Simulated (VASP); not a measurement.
Here is a VASP 6.6.1 calculation.

The input INCAR:

```
ALGO     = Normal         # electronic algorithm
EDIFF    = 1E-6           # SCF threshold, eV
EDIFFG   = -0.01          # ionic threshold
ENCUT    = 600            # plane-wave cutoff, eV
GGA      = AM             # functional
IBRION   = 2              # ionic algorithm
ISIF     = 3              # what is computed and relaxed
ISMEAR   = 1              # smearing method
LASPH    = T              # aspherical terms in the spheres
LCHARG   = F              # write CHGCAR
LREAL    = F              # projectors in reciprocal space
LWAVE    = F              # write WAVECAR
NELM     = 80             # most SCF steps
NSW      = 90             # ionic steps
PREC     = Accurate       # precision mode
SIGMA    = 0.1            # smearing width, eV
```

The input KPOINTS:

```
k-points
0
Gamma
  10 10 10
```

The input POSCAR:

```
Cu3N
1.0
    3.8070000000      0.0000000000      0.0000000000
    0.0000000000      3.8070000000      0.0000000000
    0.0000000000      0.0000000000      3.8070000000
Cu N
3 1
Direct
    0.5000000000      0.0000000000      0.0000000000
    0.0000000000      0.5000000000      0.0000000000
    0.0000000000      0.0000000000      0.5000000000
    0.0000000000      0.0000000000      0.0000000000
```

Potentials or basis: VASP PAW PBE potentials, release 64 (Cu, N).

Launch:

```bash
$ cat potpaw_PBE.64/Cu/POTCAR potpaw_PBE.64/N/POTCAR > POTCAR
$ mpirun -np 1 vasp_std > vasp.out
```

(1) What does it give for the relaxed cell?

(2) What does it give for the relaxed volume?

Answers

(1) a = 3.773 Å, b = 3.773 Å, c = 3.773 Å, α = 90.00°, β = 90.00°, γ = 90.00°.

(2) 13.43 Å³/atom.

Caveat: the PAW data sets were made with another functional, which shifts forces and pressure a little.
